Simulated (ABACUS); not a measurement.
The system is BAs.

```
As B
1.0
    -2.38850    0.00000    2.38850
     0.00000    2.38850    2.38850
    -2.38850    2.38850    0.00000
As B
1 1
Cartesian
  -1.1943 1.1943 1.1943
  0.0000 0.0000 0.0000
```

- Program: ABACUS 3.10.1
- Task: relaxation of cell and atoms
- Functional: LDA
- Potentials or basis: GBRV ultrasoft 1.5 LDA
- Cutoff: 544 eV
- Density cutoff: 4354 eV
- Basis: plane waves
- k mesh: 8 × 8 × 8
- Occupations: fermi-dirac, width 0.05 eV
- Spin: no spin polarisation

At the start: pressure -2.6 GPa; volume 13.63 Å³/atom.

Q: How do energy, volume and symmetry change on relaxing?

A: Over 3 steps the energy falls by 2.0 meV/atom and the volume is 13.38 Å³/atom (-1.8 %); space group F-43m (No. 216, to 0.05 Å).

Step by step:
```
step  energy change (eV)  largest force (eV/Å)  pressure (GPa)  volume (Å³)
   1              0.0000                0.0000           -2.59        27.25
   2             -0.0011                0.0000            2.29        26.36
   3             -0.0040                0.0000           -0.03        26.77
```

Final structure:
```
CELL_PARAMETERS angstrom
-2.37418 0.00000 2.37418
0.00000 2.37418 2.37418
-2.37418 2.37418 0.00000
ATOMIC_POSITIONS crystal
As 0.25000 0.25000 0.25000
B 0.00000 0.00000 0.00000
```
